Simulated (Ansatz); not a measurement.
# Si: the cost of one run

Method: DFT LDA, scalar-relativistic, plane waves, PAW, in Ansatz 0.2.0.

1 further run of the same task is left out (set aside as unsound or not needed). Runs told in other sessions of the task aren't counted.

## Step 1: Starting point

Symmetry: I4/mmm, No. 139, tetragonal system. Conventional cell: a = 3.271 Å, b = 3.271 Å, c = 2.610 Å, α = 90.00°, β = 90.00°, γ = 90.00°. Si (site symmetry 4/mmm) is surrounded by 10 Si at 2.61 to 2.66 Å.

As a file:

```xyz
2
Lattice="-1.6357 -1.6357 1.3048 -1.6357 1.6357 1.3048 -3.2713 0.0000 -2.6096" Properties=species:S:1:pos:R:3 pbc="T T T"
Si   -3.2713    0.0000    0.0000
Si    0.0000    0.0000    0.0000
```

It goes back to an entry of the Materials Project, which need not be the stable form.

It is built from the cell relaxed beforehand with the same method (13.96 Å³/atom).

## Step 2: Zero of energy

The cell is repeated 2 times, 2 atoms in all. The reference gives a free energy of -1216.5129 eV, pressure -0.08 GPa, largest force 0.000 eV/Å and gap on the mesh none (metal). It was computed beforehand with the settings of the runs below.

## Step 3: The scan: freezing in a mode

Mode 4 of the phonon run on this cell, counted from the lowest, is frozen in: each atom moves by x times its row below, so x is the largest displacement.

```
atom      ux     uy      uz
 Si1  -0.852  0.000   0.523
 Si2   0.852  0.000  -0.523
```

## Step 4: Point x = -0.200 Å

Contents of input.yaml:

```yaml
crystal:
  lattice:
    - [-1.6356629409, -1.6356629409, 1.3048122898]
    - [-1.6356629409, 1.6356629409, 1.3048122898]
    - [-3.2713258818, 0.0, -2.6096245796]
  atoms:
    - { symbol: Si, position: [0.453901797, 0.453901797, 0.4939934019] }
    - { symbol: Si, position: [0.046098203, 0.046098203, 0.0060065981] }
basis:
  ecutwfc: 420
kpoints:
  mp_grid: { grid: [24, 24, 14] }
hamiltonian:
  xc: lda
scf:
  occupations: { method: gaussian, width: 0.15 }
output:
  forces: true
  stress: true
  eigenvalues: true
```

The run is started by

```bash
$ ansatz run input.yaml --threads 2 --pin off --max-ram 5120MiB --backend cpu --events-out ev --progress --plain --runs-dir out
```

Q: Estimate wall time and peak memory on 2 threads of Arm Neoverse V2, shared host.

About 12 s, with a peak of 0.78 GiB.
